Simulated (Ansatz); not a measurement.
# Electron–phonon scattering in ZnCu in the L11 ordering, part 4 of 5

How good a conductor is ZnCu in the L11 ordering when only phonons scatter, and how much computing does the answer need?

Ansatz 0.2.0; DFT PBEsol, scalar-relativistic, plane waves, PAW.

So far, log mean phonon energy ħω_log (meV): step 6 (resistivity: q 2×2×2, k 8×8×8, scattering 12×12×12) 14.8. The relaxed cell has a = 2.621, c = 12.463 Å (conventional setting).

The structure was built from a prototype and need not be the compound's stable phase.

## Step 7: Coupling and resistivity: q 3×3×3, k 9×9×9, scattering 18×18×18

The next rung changes the q mesh, which sets the reach of the force constants and couplings; the k mesh of the density and its response; the scattering mesh, which samples the Fermi surface.

input.yaml reads:

```yaml
crystal:
  lattice:
    - [3.6342238069, 1.7807010482, 1.7807010482]
    - [1.7807010482, 3.6342238069, 1.7807010482]
    - [1.7807010482, 1.7807010482, 3.6342238069]
  atoms:
    - { symbol: Cu, position: [0.0, 0.0, 0.0] }
    - { symbol: Zn, position: [0.5, 0.5, 0.5] }
kpoints:
  mp_grid: { grid: [9, 9, 9] }
hamiltonian:
  xc: pbesol
scf:
  occupations: { method: methfessel_paxton, width: 0.2 }
output:
  eigenvalues: true
phonons:
  method: dfpt
  qmesh: [3, 3, 3]
  temperatures: { t_max: 1000, t_step: 50 }
  qpath:
    path:
      - [[0.0, 0.0, 0.0], [0.5, 0.5, 0.5], [0.81121576, 0.18878424, 0.5]]
      - [[0.5, -0.18878424, 0.18878424], [0.5, 0.0, 0.0], [0.0, 0.0, 0.0], [0.34439212, -0.34439212, 0.0]]
      - [[0.65560788, 0.0, 0.34439212], [0.5, 0.0, 0.5], [0.0, 0.0, 0.0]]
    npoints: 10
  electrical_resistivity:
    mesh: [18, 18, 18]
    temperatures: [20.0, 50.0, 77.0, 100.0, 150.0, 200.0, 300.0, 400.0, 600.0, 800.0]
```

The run is started by

```console
> ansatz run input.yaml --threads 4 --pin off --max-ram 8192MiB --backend cpu --events-out ev --progress --plain --runs-dir out
```

Numbers of over 12 decimals in the logs are rounded to 6 here.

The log of the run:

```text
[the first part of the log is left out]
  E_paw        = -3413.661537  (= ΣΔE_a)
  E_vpaw       = -839.646462  (= ΣTr[D̂ρ^β])
  E_aug_tail   = -0.000112  (compensation charges beyond the density's cutoff)
  E_ewald      = -4409.904213
  E_core_change = 1.003557  (= ΣΔE_core)
  E_smearing   = 0.001199  (= −TS)
  E_closure    = 0.000000  (closes the sum)
  Σ components = -9869.839203   (vs F -9869.839203, Δ=0.00e0)
--- Band table (eV; the first three rows and the last of 85) ---
  k-point 0: bands = ["-97.6469", "-55.2315", "-55.1082", "-55.1082", "4.2016", "6.6965", "7.2935", "7.2935", "7.8020", "7.8020", "10.5749", "11.8469", "11.8469", "12.4628", "12.4628", "12.7652", "16.8328", "33.4855", "33.4855", "34.0281"]
  k-point 1: bands = ["-97.6462", "-55.2307", "-55.1154", "-55.1101", "4.5897", "6.7993", "7.2449", "7.3852", "7.6733", "7.7887", "10.7026", "11.7112", "11.8631", "11.9662", "12.4265", "13.7695", "17.0992", "29.4663", "31.9280", "33.0752"]
  k-point 2: bands = ["-97.6442", "-55.2285", "-55.1336", "-55.1147", "5.6750", "6.9650", "7.2623", "7.3996", "7.6238", "7.7573", "10.9044", "11.3731", "11.6761", "12.2794", "12.3345", "15.0550", "18.1040", "24.3567", "28.6263", "29.9269"]
  k-point 84: bands = ["-97.6461", "-55.2307", "-55.1154", "-55.1101", "5.8745", "7.1141", "7.2589", "7.4012", "7.5525", "7.8216", "8.1402", "11.3655", "11.7222", "11.9235", "12.3823", "12.3922", "25.7387", "26.7251", "29.1274", "31.3429"]
--- Phonons (Γ-DFPT): 2 representative perturbations + reference (Σ response iterations 10) ---
  ASR residual: 4.122e-5 → 0.000e0 eV/Å²; symmetrization residual: 1.416e-7 eV/Å²
  ASR residual per site (eV/Å²): 4.12e-5 1.56e-5
  Γ frequencies (cm⁻¹): 0.00 0.00 0.00 121.27 121.27 240.44
--- Phonons (arbitrary-q DFPT): 6 irreducible q on the 3×3×3 mesh ---
  q = [0.0000, 0.0000, 0.0000] (star 1, of the zone-centre solve; hermiticity 8.22e-8, symmetrization 7.91e-13): -0.00 -0.00 0.00 121.27 121.27 240.44
  q = [0.0000, 0.0000, 0.3333] (star 6, 4 solved perturbations in 2268 linear systems a pass and spin channel, the states on 729 of 729 k-point pairs; hermiticity 1.88e-8, symmetrization 2.42e-13): 108.80 109.42 135.06 174.50 196.16 200.78
  q = [0.0000, 0.3333, 0.3333] (star 6, 4 solved perturbations in 2268 linear systems a pass and spin channel, the states on 729 of 729 k-point pairs; hermiticity 2.72e-8, symmetrization 1.25e-12): 89.75 91.44 148.57 150.98 206.79 221.90
  q = [0.0000, 0.3333, -0.3333] (star 6, 4 solved perturbations in 2196 linear systems a pass and spin channel, the states on 729 of 729 k-point pairs; hermiticity 2.75e-8, symmetrization 5.87e-13): 120.20 138.66 162.07 188.51 197.31 210.72
  q = [0.3333, 0.3333, 0.3333] (star 2, 2 solved perturbations on 405 of 729 k-point pairs; hermiticity 9.95e-9, symmetrization 3.08e-12): 50.20 50.20 101.98 101.98 130.10 209.51
  q = [0.3333, 0.3333, -0.3333] (star 6, 4 solved perturbations in 2268 linear systems a pass and spin channel, the states on 729 of 729 k-point pairs; hermiticity 1.52e-8, symmetrization 8.06e-13): 106.48 127.12 137.86 142.18 200.64 219.86
  sum rule: each row above includes the acoustic sum rule's correction from the zone centre's row sums; it moved no ω² by more than (0.45 cm⁻¹)²
  mesh force constants: q→R imaginary residual 2.06e-16; ASR residual 4.122e-5 → 0.000e0 eV/Å²; symmetrization residual 2.665e-15 eV/Å²
  interpolated dispersion: 73 rows × 6 modes
  density of states and harmonic sums: on the 27×27×27 q-mesh, interpolated from the force constants of a 3×3×3 supercell (no non-analytic term)
  largest difference from the sums on the solved wave vectors: F 2.30e-2 eV, S 3.25e-5 and C_V 9.56e-6 eV/K
  zero-point energy: 0.056607 eV/cell   skipped modes (ω ≤ 0): 3   left out of the sums: 2.54e-5 of the cell's modes: C_V's classical limit lies that fraction below 3 k_B per atom; for a crystal, a wire or a layer, F and S can be off by more, and a phonons.interpolated_qmesh denser along its periods is the remedy for the sampling
Error: SIGTERM received: electrical resistivity: cancelled by the caller after 28346 completed wavevectors of the electron–phonon scattering
the run failed on this as well: cancelled with checks, solves or products behind the SCF's last iteration cut short or not begun: the result was reported, with what was finished by then. Run again (if it sets checkpoint.write, name a new directory there), the deck makes that work
The harmonic force constants that this run solved are whole in <dir>
```

It took 14 min on 4 threads of Intel Xeon Platinum 8488C (Sapphire Rapids), shared host; peak memory 6.1 GiB.

The run was cut off at its time limit.

The program's message: “electrical resistivity: cancelled by the caller after 28346 completed wavevectors of the electron–phonon scattering”

The run did not finish in the time allowed, so it gives no couplings or resistivity.

## Step 8: Resistivity, another input

A variant of the input.

input.yaml, the sections that differ from step 7:

```yaml
kpoints:
  mp_grid: { grid: [8, 8, 8] }
scf:
  occupations: { method: methfessel_paxton, width: 0.2 }
  max_iter: 100
phonons:
  method: dfpt
  qmesh: [2, 2, 2]
  temperatures: { t_max: 1000, t_step: 50 }
  qpath:
    path:
      - [[0.0, 0.0, 0.0], [0.5, 0.5, 0.5], [0.81121576, 0.18878424, 0.5]]
      - [[0.5, -0.18878424, 0.18878424], [0.5, 0.0, 0.0], [0.0, 0.0, 0.0], [0.34439212, -0.34439212, 0.0]]
      - [[0.65560788, 0.0, 0.34439212], [0.5, 0.0, 0.5], [0.0, 0.0, 0.0]]
    npoints: 10
  electrical_resistivity:
    mesh: [8, 12, 16]
    temperatures: [20.0, 50.0, 77.0, 100.0, 150.0, 200.0, 300.0, 400.0, 600.0, 800.0]
  electron_occupations: "off"
# crystal, hamiltonian, output: as in step 7
```

The log of the run:

```text
Error: invalid value for `phonons.electrical_resistivity.mesh`: [8, 12, 16] is not mapped onto itself by every operation of the crystal's point group, by which phonons.electrical_resistivity takes the points of its mesh from the irreducible ones; the smallest at or above it that serves: [16, 16, 16]
```

Elapsed: 0.12 s, on 4 threads; peak memory 0.13 GiB.

The input was rejected at the start.

The program's message: “Error: invalid value for `phonons.electrical_resistivity.mesh`: [8, 12, 16] is not mapped onto itself by every operation of the crystal's point group, by which phonons.electrical_resistivity takes the …”

The change that led to it: f = [8, 12, 16].

## Step 9: Electron–phonon run: Gaussian smearing of 0.3 eV

The smearing of the ground state and the response alone departs from the run on q 2×2×2, k 8×8×8, scattering 12×12×12; it decides how sharply the Fermi surface screens the phonons.

input.yaml: that of step 8 with these lines changed.

```diff
@@ -13,4 +13,3 @@
 scf:
-  occupations: { method: methfessel_paxton, width: 0.2 }
-  max_iter: 100
+  occupations: { method: gaussian, width: 0.3 }
 output:
@@ -28,3 +27,3 @@
   electrical_resistivity:
-    mesh: [8, 12, 16]
+    mesh: [12, 12, 12]
     temperatures: [20.0, 50.0, 77.0, 100.0, 150.0, 200.0, 300.0, 400.0, 600.0, 800.0]
```

The log of the run:

```text
[...]
Crystal: 2 atoms, lattice volume = 24.721 Å³
Basis set: ecut = 420 eV, 499 PW (Γ), exchange–correlation on 60×60×60 points (8 copies of the dense FFT grid, shifted against one another)
Bands: 20, of which v1, the nominal top of the filled ones, is band 16 counted from 1 (15 counted from 0)
Symmetry: 12 space group operations
k-points: 65 of 512
[...]
SCF iter   1: F=—  HF=-9869.811345 eV  |F-HF|=—  |Δ(HF+E_count)|=         —  Δρ=1.54e-2  dr2=3.19e-2  ethr=1.77e-3  ⟨swp⟩=4.8  Hψ=5329  notcnv=0
[...]
SCF iter   9: F=-9869.804879 eV  HF=-9869.804879 eV  |F-HF|=0.00e0  |Δ(HF+E_count)|=  3.64e-12  Δρ=2.05e-8  dr2=4.40e-14  ethr=1.00e-12  ⟨swp⟩=6.2  Hψ=5975  notcnv=0
SCF 1 converged in 9 iterations: F = -9869.804879 eV  dr2 = 4.40e-14
[...]
SCF iter   1: F=—  HF=-9869.811345 eV  |F-HF|=—  |Δ(HF+E_count)|=         —  Δρ=1.54e-2  dr2=3.19e-2  ethr=1.77e-3  ⟨swp⟩=4.8  Hψ=5329  notcnv=0
[...]
SCF iter   9: F=-9869.804879 eV  HF=-9869.804879 eV  |F-HF|=3.64e-12  |Δ(HF+E_count)|=  3.64e-12  Δρ=2.05e-8  dr2=4.41e-14  ethr=1.00e-12  ⟨swp⟩=3.3  Hψ=3037  notcnv=0
SCF 2 converged in 9 iterations: F = -9869.804879 eV  dr2 = 4.41e-14
[...]
SCF converged after 9 iterations
Free energy (F): -9869.804879 eV
[...]
Internal energy: -9869.776223 eV  (E = F + TS)
E sigma→0 (E₀):  -9869.790551 eV
Entropy (-TS):   -0.028656 eV (-14.328 meV/atom)
Fermi energy:    15.038209 eV
[...]
--- Band table (eV; the first three rows and the last of 65) ---
  k-point 0: bands = [... 12 lower, 11.8404, 12.4468, 12.4468, 12.7660, 16.8225, 33.4768, 33.4768, 34.0197]
  k-point 1: bands = [... 12 lower, 11.8081, 11.9899, 12.4015, 13.9218, 17.1681, 28.7978, 31.6485, 32.5209]
  k-point 2: bands = [... 12 lower, 11.6971, 12.2865, 12.3721, 15.3703, 18.4780, 23.1811, 27.5653, 29.4902]
  k-point 64: bands = [... 12 lower, 11.7945, 11.7945, 12.3860, 12.3860, 25.7121, 26.1492, 34.0291, 34.0291]
[...]
ASR residual: 6.598e-6 → 0.000e0 eV/Å²; symmetrization residual: 9.749e-8 eV/Å²
  ASR residual per site (eV/Å²): 2.20e-6 6.60e-6
  Γ frequencies (cm⁻¹): 0.00 0.00 0.00 121.24 121.24 241.68
--- Phonons (arbitrary-q DFPT): 4 irreducible q on the 2×2×2 mesh ---
[...]
interpolated dispersion: 73 rows × 6 modes
[...]
--- Electrical resistivity: potentials and phonons of a 2×2×2 supercell ---
[...]
at the Fermi level of each mesh (of a tensor a third of its trace):
[...]
12×12×12                     0.2608              9.0336    0.2467    0.2645          14.652
          6×6×6                     0.2311              8.5812    0.2140    0.2404          15.376
          3×3×3                     0.2790             10.6692    0.2594    0.3207          17.401
  resistivity on the deck's mesh, µΩ·cm:
[...]
20.00     5.6077e-3              no     5.6077e-3     5.6077e-3     5.6077e-3       1.8412e-2         6.7060e-3
     50.00     2.0477e-1              no     2.0477e-1     2.0477e-1     2.0477e-1       3.2140e-1         1.9422e-1
     77.00     5.9641e-1              no     5.9641e-1     5.9641e-1     5.9641e-1       7.5849e-1         5.4683e-1
    100.00     9.6463e-1              no     9.6463e-1     9.6463e-1     9.6463e-1        1.1406e0         8.8658e-1
    150.00      1.7237e0              no      1.7237e0      1.7237e0      1.7237e0        1.9275e0          1.5971e0
    200.00      2.4461e0              no      2.4461e0      2.4461e0      2.4461e0        2.6626e0          2.2759e0
    300.00      3.7837e0              no      3.7837e0      3.7837e0      3.7837e0        4.0548e0          3.5279e0
    400.00      5.0675e0              no      5.0675e0      5.0675e0      5.0675e0        5.3995e0          4.7272e0
    600.00      7.5810e0              no      7.5810e0      7.5810e0      7.5810e0        8.0325e0          7.0720e0
    800.00      1.0058e1              no      1.0058e1      1.0058e1      1.0058e1        1.0631e1          9.3825e0
[...]
vibrations of 8 cells: unjudged by the run; compare a larger repeat
[...]
```

The job ended after 79 s (4 threads; peak memory 0.78 GiB; 4.8 min of CPU time).

This step gave:

* zero point energy: 0.05713 eV/cell
* highest frequency, solved or plainly interpolated: 243.3 cm⁻¹
* Debye temperature (second moment): 298 K
* resistivity at 300 K: 3.784 μΩ cm, mean of the axes
* coupling constant λ: 0.2467
* density of states at the Fermi level: 0.2608 states/eV a spin and cell
* log mean phonon energy ħω_log: 14.65 meV
* transport coupling constant λ_tr: 0.2645, 0.2645, 0.2645 (xx, yy, zz)
* Drude plasma energy: 9.034, 9.034, 9.034 eV (xx, yy, zz)
* resistivity times mean free path: 7.548, 7.548, 7.548 × 10⁻¹⁶ Ω m² (xx, yy, zz)
* second-moment phonon energy ħω₂: 17.4 meV, from the broadened α²F curve
* coupling λ by branch: 0.0715, 0.0517, 0.0342, 0.0349, 0.0296, 0.0248 (branches by rank of frequency)

The Eliashberg function α²F has structure finer than the step of the table below, so its rows give means over 1 meV, whole bins alone (the curve runs from 0.118 to 30.0 meV). Peaks (meV: height): α²F 15.0: 0.167, 17.6: 0.148, 26.3: 0.138; α²F tr 15.0: 0.225, 17.6: 0.178, 26.3: 0.11.

Eliashberg function α²F against phonon energy; means over each step:

| phonon energy (meV) | α²F | α²F tr |
| --- | --- | --- |
| 1 | 3.2e-5 | 0 |
| 2 | 4.9e-4 | 1.4e-4 |
| 3 | 0.00279 | 0.00119 |
| 4 | 0.00770 | 0.00490 |
| 5 | 0.0116 | 0.00948 |
| 6 | 0.0162 | 0.0153 |
| 7 | 0.0221 | 0.0233 |
| 8 | 0.0274 | 0.0301 |
| 9 | 0.0346 | 0.0393 |
| 10 | 0.0434 | 0.0513 |
| 11 | 0.0525 | 0.0638 |
| 12 | 0.0681 | 0.0861 |
| 13 | 0.0984 | 0.132 |
| 14 | 0.128 | 0.175 |
| 15 | 0.145 | 0.189 |
| 16 | 0.104 | 0.114 |
| 17 | 0.121 | 0.137 |
| 18 | 0.135 | 0.156 |
| 19 | 0.119 | 0.123 |
| 20 | 0.0968 | 0.0912 |
| 21 | 0.104 | 0.0992 |
| 22 | 0.0885 | 0.0805 |
| 23 | 0.0766 | 0.0612 |
| 24 | 0.0763 | 0.0628 |
| 25 | 0.0872 | 0.0710 |
| 26 | 0.127 | 0.100 |
| 27 | 0.111 | 0.0908 |
| 28 | 0.0673 | 0.0533 |
| 29 | 0.0275 | 0.0215 |

The crystal's axes are tilted against x, y and z, so components by x, y and z mix them. By its own test the run is not converged in the mesh. λ = 0.247 and 3.78 μΩ cm at 300 K, against 0.243 and 3.73 in the run with q 2×2×2, k 8×8×8, scattering 12×12×12 (+1.5 % and +1.6 %). The run's own test puts 23 % between its two finest meshes on the component of the resistivity at 300 K that moves most, more than that change; on the next coarser mesh the mean ρ changes by +1.4 % between the two runs, against +1.6 % on the finest. By the run's own test λ moves by 13 % between its two finest scattering meshes.

(Part 4 of 5 ends here.)

[Logs are printed without paths, hosts, clocks, repeated set-up lines and the standing remarks that a program may print on its own settings, such as how far it seeks lower states.]

[Hosts, paths, dates, database ids (printed as entryN), source tags and the programs' standing remarks are cut or masked in the printed files.]
